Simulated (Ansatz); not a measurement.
# TaN: the cost of one run

Program: Ansatz 0.2.0. Level of theory: DFT PBE without U, plane waves, PAW, no spin–orbit coupling unless a run says so. These are calculated values, not measurements.

**1. The system as given**

It takes space group P6/mmm (No. 191, hexagonal). The conventional cell has a = 5.185 Å, b = 5.185 Å, c = 2.908 Å, α = 90.00°, β = 90.00°, γ = 120.00°. Ta (site symmetry 6/mmm) is surrounded by 6 N at 2.59 Å and 2 Ta at 2.91 Å. Ta (site symmetry -6m2) has 6 N at 2.09 Å as nearest neighbours. Around N (site symmetry mmm) lie 6 Ta at 2.09 to 2.59 Å.

Structure file:

```cif
data_structure
_symmetry_space_group_name_H-M 'P 1'
_symmetry_Int_Tables_number 1
_cell_length_a 5.1850
_cell_length_b 5.1850
_cell_length_c 2.9080
_cell_angle_alpha 90.000
_cell_angle_beta 90.000
_cell_angle_gamma 120.000
_cell_volume 67.71
loop_
_atom_site_label
_atom_site_type_symbol
_atom_site_fract_x
_atom_site_fract_y
_atom_site_fract_z
_atom_site_occupancy
Ta1 Ta 0.00000 0.00000 0.00000 1
Ta2 Ta 0.33333 0.66667 0.50000 1
Ta3 Ta 0.66667 0.33333 0.50000 1
N1 N 0.50000 0.00000 0.00000 1
N2 N 0.50000 0.50000 0.00000 1
N3 N 0.00000 0.50000 0.00000 1
```

Magnetic order typed: ferromagnetic.

**2. From atoms, symmetry kept, no search**

input.yaml reads:

```yaml
crystal:
  lattice:
    - [5.1850002, 0.0, 0.0]
    - [-2.5925001, 4.49034189, 0.0]
    - [0.0, 0.0, 2.90800053]
  atoms:
    - { symbol: Ta, position: [0.0, 0.0, 0.0], spin: 2.0 }
    - { symbol: Ta, position: [0.3333333333, 0.6666666667, 0.5], spin: 2.0 }
    - { symbol: Ta, position: [0.6666666667, 0.3333333333, 0.5], spin: 2.0 }
    - { symbol: "N", position: [0.5, 0.0, 0.0] }
    - { symbol: "N", position: [0.5, 0.5, 0.0] }
    - { symbol: "N", position: [0.0, 0.5, 0.0] }
basis:
  ecutwfc: 420
  ecutrho_ratio: 4
kpoints:
  mp_grid: { grid: [4, 4, 7] }
hamiltonian:
  xc: pbe
scf:
  occupations: { method: gaussian, width: 0.05 }
  lower_state_search: "off"
  max_iter: 150
output:
  forces: true
  stress: true
  eigenvalues: true
  populations: true
  hubbard: { sites: [{ site: 0, l: d }, { site: 1, l: d }, { site: 2, l: d }] }
magnetization:
  spin_polarized: true
```

Command:

```
> ansatz run input.yaml --threads 4 --pin off --max-ram 6144MiB --backend cpu --events-out ev --progress --plain --runs-dir out
```

Q: Estimate wall time and peak memory on 4 threads of Intel Xeon Platinum 8559C (Emerald Rapids), shared host.

About 2.6 s, with a peak of 0.44 GiB.
